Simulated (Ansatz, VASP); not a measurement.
Two plane-wave programs on BaS

File INCAR:

```
  ALGO = Normal
  EDIFF = 1E-6
  ENCUT = 520
  GGA = PS
  ISIF = 2
  ISMEAR = 0
  LASPH = True
  LCHARG = False
  LREAL = False
  LWAVE = False
  NBANDS = 24
  NELM = 80
  PREC = Accurate
  SIGMA = 0.05
```

KPOINTS

```
k-points
0
Gamma
  6 6 8
```

The input POSCAR:

```
BaS
1.0
    5.3420685581      0.0000000000      0.0000000000
    0.0000000000      5.3420685581      0.0000000000
    0.0000000000      0.0000000000      3.9230938029
Ba S
2 2
Direct
    0.5000000000      0.0000000000      0.4263630039
    0.0000000000      0.5000000000      0.5736369961
    0.0000000000      0.0000000000      0.0000000000
    0.5000000000      0.5000000000      0.0000000000
```

Input for Ansatz:

```yaml
crystal:
  lattice:
    - [5.3420685581, 0.0, 0.0]
    - [0.0, 5.3420685581, 0.0]
    - [0.0, 0.0, 3.9230938029]
  atoms:
    - { symbol: Ba, position: [0.5, 0.0, 0.4263630039] }
    - { symbol: Ba, position: [0.0, 0.5, 0.5736369961] }
    - { symbol: S, position: [0.0, 0.0, 0.0] }
    - { symbol: S, position: [0.5, 0.5, 0.0] }
basis:
  ecutwfc: 420
  ecutrho_ratio: 4
kpoints:
  mp_grid: { grid: [6, 6, 8] }
hamiltonian:
  xc: pbesol
scf:
  occupations: { method: gaussian, width: 0.05 }
output:
  forces: true
  stress: true
  eigenvalues: true
```

Change from the starting cell: strain e3 = +0.03, atoms carried along.

Alike in both runs: task single point; functional PBEsol; k mesh 6 × 6 × 8; occupations gaussian, width 0.05 eV; no spin polarisation.

|  | VASP | Ansatz |
| --- | --- | --- |
| version | VASP 6.6.1 | Ansatz 0.2.0 |
| potentials or method | VASP PAW PBE potentials, release 64 (Ba_sv, S) | scalar-relativistic, plane waves, PAW |
| plane-wave cutoff (eV) | 520 | 420 |
| valence electrons in the cell | 32 | 32 |

|  | VASP | Ansatz | Ansatz less VASP |
| --- | --- | --- | --- |
| gap on the k mesh at the Fermi level (eV) | 1.52 | 1.61 | +0.091 |
| least direct gap on the mesh (eV) | 1.52 | 1.61 | +0.091 |
| pressure (GPa) | -0.3 | -1.3 | -1.04 |
| largest component of the traceless stress (GPa) | 1.94 | 1.88 | -0.058 |
| rms of the force components (eV/Å) | 0.022 | 0.039 | +0.0171 |

Atom by atom the forces differ by 0.017 eV/Å (rms over components).

Caveats: the PAW data sets were made with another functional, which shifts forces and pressure a little (VASP); spin-orbit coupling is left out, which moves the levels of the heavy elements. A k mesh can miss the band edges.
